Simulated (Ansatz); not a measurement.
FeO:

```xyz
2
Lattice="0.0000 2.3819 2.3819 2.3819 0.0000 2.3819 2.3819 2.3819 0.0000" Properties=species:S:1:pos:R:3 pbc="T T T"
Fe    0.0000    0.0000    0.0000
O     1.1909    1.1909    1.1909
```

The cell comes from a database or a generator and needn't be the stable form of this composition.

```yaml
Program: Ansatz 0.2.0
Task: relaxation of cell and atoms
Functional: PBEsol0
Potentials_or_basis: Ansatz PAW
Cutoff: "420 eV (not typed: the program's choice for these potentials)"
k_mesh: 5 × 5 × 5
Occupations: fermi-dirac, width 0.05 eV
Spin: collinear spin, ferromagnetic start
Starting_moments: "[3.0, 0.0] μB"
```

At the start: volume 13.51 Å³/atom.

Where does the relaxation end?

It ends after 8 steps and the volume is 11.49 Å³/atom (-15.0 %); space group F-43m (No. 216, to 0.05 Å); moment 4.02 μB per cell.

The path:
```tsv
step	energy change (eV)	largest force (eV/Å)	volume (Å³)
1	0.0000	0.0000	27.03
2	-0.2688	0.0000	24.28
3	-0.3060	0.0000	22.63
4	-0.3084	0.0000	23.06
5	-0.3086	0.0000	23.02
6	-0.3000	0.0000	23.02
7	-0.3002	0.0000	22.99
8	-0.3002	0.0000	22.99
```

Final structure:
```yaml
crystal:
  lattice:
    - [0.00000, 2.25671, 2.25671]
    - [2.25671, 0.00000, 2.25671]
    - [2.25671, 2.25671, 0.00000]
  atoms:
    - { symbol: Fe, position: [0.00000, 0.00000, 0.00000] }
    - { symbol: O, position: [0.25000, 0.25000, 0.25000] }
```

Caveat: the k mesh is coarse (spacing up to 0.46 Å⁻¹), so the values aren't converged, least of all with exact exchange; the magnetic or orbital state may not be the lowest; the plane-wave basis is chosen anew once the cell has moved, so the energies of steps on either side of that aren't comparable; the pressure holds a Pulay correction of +0.6 GPa for the finite cutoff; a cell with one magnetic atom can't hold antiferromagnetic order, which such compounds often take; the PAW data sets come from PBE, with cores solved anew for the run's functional, which leaves a small shift of forces and pressure.
